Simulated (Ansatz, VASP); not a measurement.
# One calculation of PtSe2 (Sudovikovite), two programs

File INCAR:

```
PREC     = Accurate       # precision mode
ENCUT    = 520            # plane-wave cutoff, eV
EDIFF    = 1E-7           # SCF threshold, eV
ISMEAR   = -1             # smearing method
SIGMA    = 0.05           # smearing width, eV
LREAL    = F              # projectors in reciprocal space
LASPH    = T              # aspherical terms in the spheres
NELM     = 80             # most SCF steps
ALGO     = Normal         # electronic algorithm
ISIF     = 2              # what is computed and relaxed
LWAVE    = F              # write WAVECAR
LCHARG   = T              # write CHGCAR
GGA      = B5             # functional
ALDAX    = 1.0          
AGGAX    = 1.0          
AGGAC    = 1.0          
ALDAC    = 0.0          
IVDW     = 13             # dispersion correction
VDW_S6   = 1.0          
VDW_S8   = 2.34076671   
VDW_A1   = 0.44488865   
VDW_A2   = 4.0933009    
LELF     = T              # ELF
LVHAR    = T            
NBANDS   = 18             # bands
```

Contents of KPOINTS:

```
regular mesh
0
Gamma
  8 8 5
```

Contents of POSCAR:

```
PtSe2
1.0
    3.6479786689      0.0000000000      0.0000000000
   -1.8239893344      3.1592421997      0.0000000000
    0.0000000000      0.0000000000      4.9586648823
Pt Se
1 2
Direct
    0.0000000000      0.0000000000      0.0000000000
    0.6666666667      0.3333333333      0.7500000000
    0.3333333333      0.6666666667      0.2500000000
```

input.yaml

```yaml
crystal:
  lattice:
    - [3.6479786689, 0.0, 0.0]
    - [-1.8239893344, 3.1592421997, 0.0]
    - [0.0, 0.0, 4.9586648823]
  atoms:
    - { symbol: Pt, position: [0.0, 0.0, 0.0] }
    - { symbol: Se, position: [0.6666666667, 0.3333333333, 0.75] }
    - { symbol: Se, position: [0.3333333333, 0.6666666667, 0.25] }
hamiltonian:
  xc: blyp
  pseudopotentials: { kind: paw }
  dispersion: d4
kpoints:
  mp_grid: { grid: [8, 8, 5] }
scf:
  occupations: { method: fermi_dirac, width: 0.05 }
output:
  forces: true
  stress: true
  eigenvalues: true
```

Alike in both runs: task single point; functional BLYP; dispersion D4; k mesh 8 × 8 × 5; occupations fermi-dirac, width 0.05 eV; no spin polarisation.

|  | VASP | Ansatz |
| --- | --- | --- |
| version | VASP 6.6.1 | Ansatz 0.2.0 |
| potentials or method | VASP PAW PBE potentials, release 64 (Pt, Se) | Ansatz PAW |
| plane-wave cutoff (eV) | 520 | 420 |
| valence electrons in the cell | 22 | 50 |

```tsv
	VASP	Ansatz	Ansatz less VASP
gap on the k mesh at the Fermi level (eV)	none	none	-
pressure (GPa)	18.4	17.5	-0.90
largest component of the traceless stress (GPa)	4.64	4.40	-0.241
rms of the force components (eV/Å)	0.983	0.940	-0.0431
dispersion energy (meV/atom)	-1024.6	-1024.7	-0.15
```

Atom by atom the forces differ by 0.043 eV/Å (rms over components). A gap of «none» marks a metal or a gap that the smearing closes. The two sets of potentials don't hold the same shells in valence.

Caveats: pairwise dispersion overbinds metals, which lowers pressure and volume; so large a pressure means that the cell lies far from this level's equilibrium, or that cutoff or potentials fall short (VASP); the potentials were made for another functional, which shifts forces and pressure (VASP); the PAW data sets come from PBE, with cores solved anew for the run's functional, which leaves a small shift of forces and pressure (Ansatz); forces of over 1 eV/Å show positions far from the minimum, so gaps and moduli don't describe the material at rest (Ansatz). Spin-orbit coupling is left out, which matters for the levels of Pt.
